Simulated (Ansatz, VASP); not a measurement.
Given: the input of a run of VASP 6.6.1 on Mg.

The input INCAR:

```
PREC = Accurate
ENCUT = 520
EDIFF = 1E-6
ISMEAR = 0
SIGMA = 0.012
LREAL = F
LASPH = T
NELM = 100
ALGO = Normal
ISIF = 2
LWAVE = F
LCHARG = F
GGA = PE
NBANDS = 9
```

KPOINTS

```
regular mesh
0
Gamma
  10 10 5
```

Contents of POSCAR:

```
Mg
1.0
    3.2093000000      0.0000000000      0.0000000000
   -1.6046500000      2.7793353284      0.0000000000
    0.0000000000      0.0000000000      5.2103000000
Mg
2
Direct
    0.6666666667      0.3333333333      0.7500000000
    0.3333333333      0.6666666667      0.2500000000
```

Potentials or basis: VASP PAW PBE potentials, release 64 (Mg).

Launch:

```sh
$ cat potpaw_PBE.64/Mg/POTCAR > POTCAR
$ mpirun -np 1 vasp_std > vasp.out
```

**Question.** Translate it to Ansatz 0.2.0. Potentials there: Ansatz PAW.

**Answer.** As run (the cutoff follows the program's own potentials):

input.yaml

```yaml
crystal:
  lattice:
    - [3.2093, 0.0, 0.0]
    - [-1.60465, 2.7793353284, 0.0]
    - [0.0, 0.0, 5.2103]
  atoms:
    - { symbol: Mg, position: [0.6666666667, 0.3333333333, 0.75] }
    - { symbol: Mg, position: [0.3333333333, 0.6666666667, 0.25] }
hamiltonian:
  xc: pbe
  pseudopotentials: { kind: paw }
kpoints:
  mp_grid: { grid: [10, 10, 5] }
scf:
  occupations: { method: gaussian, width: 0.012 }
output:
  forces: true
  stress: true
  eigenvalues: true
```

Potentials or basis: Ansatz PAW.

Run with:

```sh
$ ansatz run input.yaml --threads 2 --pin off --max-ram 5632MiB --backend cpu --events-out ev --progress --plain --runs-dir out
```

Both were run:

|  | VASP | Ansatz | Ansatz less VASP |
| --- | --- | --- | --- |
| gap on the k mesh at the Fermi level (eV) | none | none | - |
| pressure (GPa) | -0.6 | -0.5 | +0.13 |
| largest component of the traceless stress (GPa) | 0.52 | 0.50 | -0.016 |

A gap of «none» marks a metal or a gap that the smearing closes. With one functional, cell and mesh, what is left measures potentials, basis and numerics. The two sets of potentials don't hold the same shells in valence.
